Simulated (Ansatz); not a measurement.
**CO₂: pressure against volume**

CO₂, I-42d, a = 3.909 Å, c = 5.935 Å. The compound is a gas at ambient conditions and forms a soft molecular solid only when cold or compressed. This isn't the usual stable structure of the compound. Ansatz: r2SCAN, PAW, 500 eV, Γ-centred 8×8×8 mesh on 6 atoms, Gaussian smearing 0.02 eV; no spin polarisation. Shape and atoms are relaxed at each volume; pressure is positive in compression.

```tsv
V (Å³/atom)	P (GPa)
6.651	24.96
6.877	17.36
7.104	10.75
7.331	5.03
7.557	0.04
7.784	-4.30
8.011	?
8.313	-12.47
```

Take V0 = 7.557 Å³/atom, count pressures from its P0 = 0.04 GPa, fit the third-order Birch–Murnaghan form to the other rows, and predict the missing pressure.

With the Eulerian strain f = ½[(V0/V)^(2/3) − 1] and y = (P − P0)/[3f(1 + 2f)^(5/2)], the form is the line y = B0 + 1.5 B0 (B0′ − 4) f. Rows (f, y): 0.04443, 151.1; 0.03244, 152.1; 0.02104, 153.1; 0.01022, 154.7; -0.00977, 155.6; -0.03079, 158.8. Means f = 0.01126, y = 154.23; Σ(Δf)² = 0.003856, ΣΔfΔy = -0.3815; the slope is their ratio. y = 155.3 − 98.92 f GPa, so B0 = 155.3 GPa and B0′ = 4 + 2 × (-98.92)/(3 × 155.3) = 3.58. At V = 8.011, f = -0.01907, y = 157.19 and P = -8.12 GPa. The run gave -8.10 GPa, so the fit is 0.02 GPa too low, within the rms miss on the fitted rows (0.02 GPa).